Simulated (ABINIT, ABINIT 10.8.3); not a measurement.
# ScB₂ lattice constants with LDA in ABINIT: a beginner's notes, starting from a low cutoff

*Notes of a novice, printed with their mistakes. Don't take the settings or the reasoning as a model; a review follows at the end.*

## Experimental context

ScB₂ is a layered hexagonal compound with flat boron sheets and scandium between them, so two lengths describe the cell: a in the plane of the sheets and c across them. The values I want to reproduce are a = 3.146 Å and c = 3.517 Å, from a printed reference work on crystal structures and lattice constants of layered hexagonal compounds. They are compiled values, and neither the method nor the temperature is given with them. A second pair, a = 3.15 Å and c = 3.52 Å, belongs to the diffraction structure in the Crystallography Open Database (entry 1510831, 1967), which is also my starting cell. The two pairs differ by 0.004 Å in a and 0.003 Å in c.

| compared with | measured | source's wording or label | method |
| --- | --- | --- | --- |
| a (Å) | 3.146 | a, hexagonal cell | compiled value, method not stated * |
| c (Å) | 3.517 | c, hexagonal cell | compiled value, method not stated * |
| a (Å) | 3.15 | 3.1500 | diffraction refinement behind the database entry |
| c (Å) | 3.52 | 3.5200 | diffraction refinement behind the database entry |

Where a quantity has several values, deviations refer to the one marked *.

Conditions are those given with the value in the passage it was taken from; "not stated" means there, and the paper may say more elsewhere. The values are a selection: others may have been left out beforehand as unlike or outlying.

## Aim and plan

I want to get a and c of ScB₂ from a relaxation in which the program moves both the cell and the atoms. The model is the primitive cell with three atoms. I set myself 0.01 Å on each length as the target, because the two measured pairs agree better than that and it is a round number. I will begin with LDA and light settings, since the cell is small and I would like a result soon. If the numbers are off, I will change to a better functional, which I suppose will put them right.

System: ScB2, AlB2 type; P6/mmm (No. 191), 3 atoms in the primitive cell; the database structure is a diffraction structure: a = 3.150 Å, c = 3.520 Å; structure from the Crystallography Open Database.

On the selection of runs and values: Further runs on this system are not shown.

## 1. A quick first relaxation

I am taking LDA with a cutoff of 8 Ha. As I understand it, the cutoff mostly decides how long the job takes, and the k mesh of 9x9x8 looks fine to me. The start is already close to the measured cell, so I expect the relaxation to move it only a little and to end near 3.15 and 3.52 Å.

**Run 1.** ABINIT 10.8.3: LDA, JTH PAW datasets, cell and atoms relaxed from the database structure, cutoff 8 Ha, 9x9x8 k mesh, Gaussian smearing 0.1 eV.

Key lines of the input:
```
# potential files: JTH PAW datasets, made for LDA
ecut 8
pawecutdg 16
ecutsm 0.5
dilatmx 1.06
optcell 2
ionmov 2
ntime 30
tolmxf 5.0d-5
ngkpt 9 9 8
shiftk 0.0 0.0 0.0
occopt 7
tsmear 0.1 eV
nband 15
nstep 60
tolvrs 1.0d-10
pseudos "Sc.xml, B.xml"
ntypat 2
znucl 21 5
natom 3
typat 1 2 2
# ... acell, rprim, xred
```

Command:
```
OMP_NUM_THREADS=1 mpirun -n 4 abinit run.abi > run.log
```

Selected lines of the output:
```
 At Broyd/MD step   6, gradients are converged :
-Cartesian components of stress tensor (GPa)         [Pressure= -1.4285E-03 GPa]
```

Converged; 22 s on 4 cores of Arm Neoverse V1, shared host.

| quantity | run 1 | measured | deviation |
| --- | --- | --- | --- |
| a (Å) | 3.098 | 3.146 | −0.048 (−1.5 %) |
| c (Å) | 3.446 | 3.517 | −0.071 (−2.0 %) |
| conventional cell volume (Å³) | 28.65 |  |  |
| final pressure (GPa) | −0.00143 |  |  |

Both lengths came out too short, a by 0.048 Å and c by 0.071 Å, so my target of 0.01 Å is missed by a wide margin. The program says the gradients are converged and the pressure is practically zero. I take that to mean the settings are good enough and that LDA itself is what makes the cell too small. I have read that LDA tends to give short bonds, which fits.

## 2. A better functional

I am switching to PBEsol, which I understand was made for lattice constants of solids. As this is meant to be the good run, I am also giving it a cutoff of 20 Ha. I expect both lengths to grow and to land within 0.01 Å of the measured ones.

**Run 2.** ABINIT 10.8.3: PBEsol, JTH PAW datasets, cell and atoms relaxed from the database structure, cutoff 20 Ha, 9x9x8 k mesh, Gaussian smearing 0.1 eV; PBE datasets.

Key lines of the input, as changed from run 1:
```diff
- # potential files: JTH PAW datasets, made for LDA
- ecut 8
- pawecutdg 16
+ # potential files: JTH PAW datasets, made for PBE
+ ecut 20
+ pawecutdg 40
- ntime 30
+ ntime 50
+ ixc -116133
- nstep 60
+ nstep 80
```

Selected lines of the output:
```
 At Broyd/MD step   5, gradients are converged :
-Cartesian components of stress tensor (GPa)         [Pressure=  1.1509E-06 GPa]
```

Converged; 51 s on the same hardware.

| quantity | run 2 | measured | deviation |
| --- | --- | --- | --- |
| a (Å) | 3.127 | 3.146 | −0.019 (−0.6 %) |
| c (Å) | 3.488 | 3.517 | −0.029 (−0.8 %) |
| conventional cell volume (Å³) | 29.53 |  |  |
| final pressure (GPa) | 1.15e-06 |  |  |

PBEsol made the cell larger, a by 0.029 Å and c by 0.042 Å compared with my LDA run, so the better functional helped as I had hoped. It is still short by 0.019 Å in a and 0.029 Å in c, which misses my target. The pressure is even closer to zero than before, so I don't see what is left to improve in this run.

## 3. Starting from a larger cell

Both relaxations shrank the cell from the database values, and I wonder whether they end too small because they start too small. I am going back to LDA, now with 20 Ha, and starting from lattice vectors 2 % longer. I am also setting the force tolerance to 0.01 Ha/bohr so that it finishes sooner. I expect it to come down from above and stop nearer the measured lengths.

**Run 3.** ABINIT 10.8.3: LDA, JTH PAW datasets, cell and atoms relaxed from the database structure, cutoff 20 Ha, 9x9x8 k mesh, Gaussian smearing 0.1 eV; started from lattice vectors 1.02 times the database's, tolmxf 0.01 Ha/bohr.

Key lines of the input:
```
# potential files: JTH PAW datasets, made for LDA
ecut 20
pawecutdg 40
ecutsm 0.5
dilatmx 1.06
optcell 2
ionmov 2
ntime 50
tolmxf 1.0d-2
ngkpt 9 9 8
shiftk 0.0 0.0 0.0
occopt 7
tsmear 0.1 eV
nband 15
nstep 80
tolvrs 1.0d-10
pseudos "Sc.xml, B.xml"
ntypat 2
znucl 21 5
natom 3
typat 1 2 2
acell 3*1.0 angstrom
rprim
  3.21299999999 0.00000000000 0.00000000000
  -1.60650000000 2.78253962235 0.00000000000
  0.00000000000 0.00000000000 3.59040000000
# ... xred
```

Selected lines of the output:
```
 At Broyd/MD step   3, gradients are converged :
-Cartesian components of stress tensor (GPa)         [Pressure=  1.3266E+00 GPa]
            acell      5.8360060923E+00  5.8360060923E+00  6.5447635210E+00 Bohr
```

Converged; 39 s on the same hardware.

| quantity | run 3 | measured | deviation |
| --- | --- | --- | --- |
| a (Å) | 3.088 | 3.146 | −0.058 (−1.8 %) |
| c (Å) | 3.463 | 3.517 | −0.054 (−1.5 %) |
| conventional cell volume (Å³) | 28.61 |  |  |
| final pressure (GPa) | 1.3266 |  |  |

The larger start did not give a larger cell overall. c is 3.463 Å, which is 0.017 Å better than in my first LDA run, but a has dropped to 3.088 Å, which is 0.010 Å worse. The pressure is 1.3266 GPa this time, but the program reports converged gradients after three steps, so I accept the cell as finished. It seems that the start helps c and harms a, and that the higher cutoff does little for LDA.

## 4. Taking out the smoothing

My input has a line, ecutsm 0.5, that I copied without knowing what it is for. It smooths something at the cutoff, and I would think a calculation without smoothing is the more exact one. I am removing it and going back to the database cell and the small force tolerance, still with LDA at 20 Ha. I hope that a and c both move up towards the measured values.

**Run 4.** ABINIT 10.8.3: LDA, JTH PAW datasets, cell and atoms relaxed from the database structure, cutoff 20 Ha, 9x9x8 k mesh, Gaussian smearing 0.1 eV; no ecutsm.

Key lines of the input, as changed from run 2:
```diff
- # potential files: JTH PAW datasets, made for PBE
+ # potential files: JTH PAW datasets, made for LDA
- ecutsm 0.5
- ixc -116133
```

Selected lines of the output:
```
-Cartesian components of stress tensor (GPa)         [Pressure= -7.6914E-04 GPa]
            acell      5.8555226542E+00  5.8555226542E+00  6.5321917467E+00 Bohr
```

Converged; 68 s on the same hardware.

| quantity | run 4 | measured | deviation |
| --- | --- | --- | --- |
| a (Å) | 3.099 | 3.146 | −0.047 (−1.5 %) |
| c (Å) | 3.457 | 3.517 | −0.060 (−1.7 %) |
| conventional cell volume (Å³) | 28.74 |  |  |
| final pressure (GPa) | −0.00077 |  |  |

Without the smoothing I get a = 3.099 Å and c = 3.457 Å. Compared with the run from the larger cell, a has gone up by 0.011 Å and c has gone down by 0.006 Å, so again one length gains and the other loses. I had hoped that both would rise. The pressure is back near zero, which I put down to leaving out the smoothing.

Both lengths are still about 0.05 Å or more too short, and I can't see a pattern in what my changes do. I have now spent three runs on LDA without getting near the measured cell, while PBEsol came closer at the first try. I am leaving it there and will use the PBEsol cell.

## Overview

| run | settings | a (Å) | deviation | c (Å) | deviation | cost |
| --- | --- | --- | --- | --- | --- | --- |
| 1 | LDA, cutoff 8 Ha | 3.098 | −0.048 (−1.5 %) | 3.446 | −0.071 (−2.0 %) | 87 core-s |
| 2 | PBEsol, cutoff 20 Ha, PBE datasets | 3.127 | −0.019 (−0.6 %) | 3.488 | −0.029 (−0.8 %) | 3.4 core-min |
| 3 | LDA, cutoff 20 Ha, started from lattice vectors 1.02 times the database's, tolmxf 0.01 Ha/bohr | 3.088 | −0.058 (−1.8 %) | 3.463 | −0.054 (−1.5 %) | 2.6 core-min |
| 4 | LDA, cutoff 20 Ha, no ecutsm | 3.099 | −0.047 (−1.5 %) | 3.457 | −0.060 (−1.7 %) | 4.5 core-min |
|  | measured | 3.146 |  | 3.517 |  |  |

## Where I got to

I am stopping with the PBEsol cell, a = 3.127 Å and c = 3.488 Å. It misses my target of 0.01 Å on both lengths, by being 0.019 Å too short in a and 0.029 Å too short in c, but it is the closest of my four runs and under one per cent off, so I would use it for ScB₂.

The three LDA runs all gave a cell that is clearly too small. I changed the cutoff, the starting cell, the force tolerance and the smoothing, and the lengths only shifted by a hundredth of an ångström or two, sometimes one up and the other down. What I take from this is that the settings hardly matter as long as the program says that the gradients are converged, and that the functional decides the result. Next time I would start with the better functional straight away and leave the other lines of the input as they are. For the remaining gap I suppose one needs a still more expensive method, such as a hybrid functional.

## Review

Further runs made for the review:

| reviewer's run | settings | a (Å) | deviation | c (Å) | deviation | cost |
| --- | --- | --- | --- | --- | --- | --- |
| R1 | LDA, cutoff 20 Ha, 9x9x8 k mesh | 3.099 | −0.047 (−1.5 %) | 3.458 | −0.059 (−1.7 %) | 4.6 core-min |
| R2 | LDA, cutoff 14 Ha, 9x9x8 k mesh | 3.101 | −0.045 (−1.4 %) | 3.457 | −0.060 (−1.7 %) | 2.5 core-min |
| R3 | LDA, cutoff 20 Ha, 6x6x4 k mesh | 3.094 | −0.052 (−1.6 %) | 3.471 | −0.046 (−1.3 %) | 1.9 core-min |
|  | measured | 3.146 |  | 3.517 |  |  |

The notebook records its sources and settings carefully, but its 0.01 Å target is arbitrary. Agreement between two measured pairs says nothing about a functional's accuracy, and errors of up to about one per cent are ordinary here. The plan to answer any miss with a better functional also skips testing the settings first.

In run 1, the cutoff is treated as a matter of time, but it also decides accuracy. With 20 Ha, LDA gives a = 3.099 Å and c = 3.458 Å (R1), so 8 Ha shortened c by 0.012 Å and hardly touched a. A cutoff of 14 Ha agrees with R1 within 0.002 Å and costs 2.5 core-minutes (R2) instead of 87 core-seconds. Near-zero pressure shows only that the cell is relaxed at the chosen settings, not that they suffice. Blaming LDA for most of the miss was nevertheless right.

Run 2 is a sensible choice of functional, but it changed the cutoff as well. Measured against R1, the step to PBEsol with its PBE datasets lengthens c by 0.030 Å, not the 0.042 Å credited to the functional. The still smaller pressure doesn't show that nothing is left to improve. The k mesh deserved a test: in LDA, going from 6x6x4 (R3) to 9x9x8 (R1) moves c by 0.013 Å.

Run 3 rests on the idea that a small start leaves a small cell, but a finished relaxation should forget so modest a change of start. The loose force tolerance stopped it early, and the pressure of 1.3266 GPa was the warning. "Converged" meant only that this tolerance had been met. Compared with R1, a is 0.011 Å too short and c 0.005 Å too long, errors left by the early stop. Of the 0.017 Å that c gained over run 1, 0.012 Å came from the higher cutoff and only the rest from stopping early; none of it is a true benefit of the larger start. Nor could this unfinished run show that the cutoff does little. The tight tolerance of R1 would have cost 2.0 core-minutes more.

In run 4, removing ecutsm doesn't make the calculation more exact. The smoothing keeps the energy continuous as the cell, and with it the set of plane waves, changes. It belongs in such a relaxation, although here its absence changed the lengths by at most 0.001 Å (R1). The pressure returned to zero because the tight tolerance was restored, and the opposite shifts in a and c came from run 3 being unfinished.

The closing claim that settings hardly matter is therefore wrong: several shifts reach the size of the target itself. The functional does matter more here, but a costlier one isn't necessarily better, and hybrids are no dependable remedy for a metal.

Sound LDA leaves a and c 1.5 and 1.7 % short (R1), as its well-known overbinding would suggest. PBEsol in run 2 comes within 0.6 and 0.8 %, a reasonable match. Thermal expansion and zero-point motion, absent from these relaxations, might account for roughly 0.01 Å. The rest is probably mostly error of the functional, though the PBE datasets and the k mesh may have a share; no mesh denser than 9x9x8 is shown in this report. How the gap divides remains unexplained.

[Logs are printed without paths, hosts, clocks, repeated set-up lines and the standing remarks that a program may print on its own settings, such as how far it seeks lower states.]

[The runs shown are a pick from a larger set of finished runs; failed, doubtful and other runs were left out of it ahead of writing. So were measured values far from every level or from commonly accepted values, and agreement can look better than it is. Lines of input and output are excerpts and may be shortened.]
